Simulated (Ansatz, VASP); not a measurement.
## One calculation of Sb, two programs

The input INCAR:

```
  ALGO = Normal
  EDIFF = 1E-7
  ENCUT = 520
  ISIF = 2
  ISMEAR = -1
  LASPH = T
  LCHARG = T
  LELF = T
  LREAL = F
  LVHAR = T
  LWAVE = F
  NBANDS = 8
  NELM = 100
  PREC = Accurate
  SIGMA = 0.05
```

KPOINTS

```
k-points
0
Gamma
  8 8 8
```

Contents of POSCAR:

```
Sb
1.0
    3.1387913073      0.0000000000      0.0000000000
    0.0000000000      3.1387913073      0.0000000000
    0.0000000000      0.0000000000      3.1387913073
Sb
1
Direct
    0.0000000000      0.0000000000      0.0000000000
```

input.yaml

```yaml
crystal:
  lattice:
    - [3.1387913073, 0.0, 0.0]
    - [0.0, 3.1387913073, 0.0]
    - [0.0, 0.0, 3.1387913073]
  atoms:
    - { symbol: Sb, position: [0.0, 0.0, 0.0] }
kpoints:
  mp_grid: { grid: [8, 8, 8] }
scf:
  occupations: { method: fermi_dirac, width: 0.05 }
hamiltonian:
  xc: lda
  pseudopotentials: { kind: all_electron, lapw: { basis_error: 0.001 } }
output:
  forces: true
  stress: true
  eigenvalues: true
```

Change from the starting cell: volume scaled by 0.98.

Alike in both runs: task single point; functional LDA; k mesh 8 × 8 × 8; occupations fermi-dirac, width 0.05 eV; no spin polarisation.

|  | VASP | Ansatz |
| --- | --- | --- |
| version | VASP 6.6.1 | Ansatz 0.2.0 |
| potentials or method | VASP PAW LDA potentials, release 64 (Sb) | all-electron LAPW, scalar-relativistic |
| plane-wave cutoff (eV) | 520 | see its input |

|  | VASP | Ansatz | Ansatz less VASP |
| --- | --- | --- | --- |
| gap on the k mesh at the Fermi level (eV) | none | none | - |
| pressure (GPa) | -4.7 | -4.8 | -0.10 |

A gap of «none» marks a metal or a gap that the smearing closes. Ansatz ran all-electron here, so the differences hold the error of VASP's frozen core and of both bases.

The runs have no spin-orbit coupling, so splittings on Sb are missing.
